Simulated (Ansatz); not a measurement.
# TaS2: the cost of one run

Program: Ansatz 0.2.0. Level of theory: DFT PBE+D3(BJ), scalar-relativistic, plane waves, PAW. These are calculated values, not measurements.

## 1. The structure to begin with

It takes space group P-3m1 (No. 164, trigonal). The conventional cell has a = 3.350 Å, b = 3.350 Å, c = 26.790 Å, α = 90.00°, β = 90.00°, γ = 120.00°. S (site symmetry 3m) is surrounded by 3 Ta at 2.43 Å. Ta (site symmetry 3m) is surrounded by 6 S at 2.43 Å.

Structure file:

```
S Ta
1.0
     3.35000    0.00000    0.00000
    -1.67500    2.90119    0.00000
     0.00000    0.00000   26.79000
S Ta
4 2
Direct
  0.66667 0.33333 0.33595
  0.33333 0.66667 0.44532
  0.66667 0.33333 0.55468
  0.33333 0.66667 0.66405
  0.00000 0.00000 0.39063
  0.00000 0.00000 0.60937
```

Two layers cut from the bulk, bulk lattice in the plane.

## 2. Relaxing the atoms

Contents of input.yaml:

```yaml
crystal:
  lattice:
    - [3.35000212, 0.0, 0.0]
    - [-1.67500106, 2.90118694, 0.0]
    - [0.0, 0.0, 26.789999925]
  atoms:
    - { symbol: S, position: [0.66666667, 0.33333333, 0.3359462495] }
    - { symbol: Ta, position: [0.0, 0.0, 0.3906308297] }
    - { symbol: S, position: [0.33333333, 0.66666667, 0.4453154198] }
    - { symbol: S, position: [0.66666667, 0.33333333, 0.5546845802] }
    - { symbol: Ta, position: [0.0, 0.0, 0.6093691703] }
    - { symbol: S, position: [0.33333333, 0.66666667, 0.6640537505] }
basis:
  ecutwfc: 420.0
  fft_grid_basis: typed
kpoints:
  mp_grid: { grid: [9, 9, 1] }
hamiltonian:
  xc: pbe
  dispersion: d3bj
scf:
  occupations: { method: gaussian, width: 0.05 }
output:
  forces: true
  eigenvalues: true
efield:
  axis: 3
  dipole_correction: true
  ramp_width: 0.04
relax:
  adjacent_minimum: "off"
  f_tol: 0.04
  max_steps: 40
```

Started as:

```console
ansatz run input.yaml --threads 1 --pin off --max-ram 2211MiB --backend cpu --events-out ev --progress --plain --runs-dir out
```

What time and memory should one allow on 1 thread of Intel Xeon Platinum 8259CL at 2.50GHz (Skylake/Cascade Lake), shared host?

About 33 s, with a peak of 0.51 GiB.
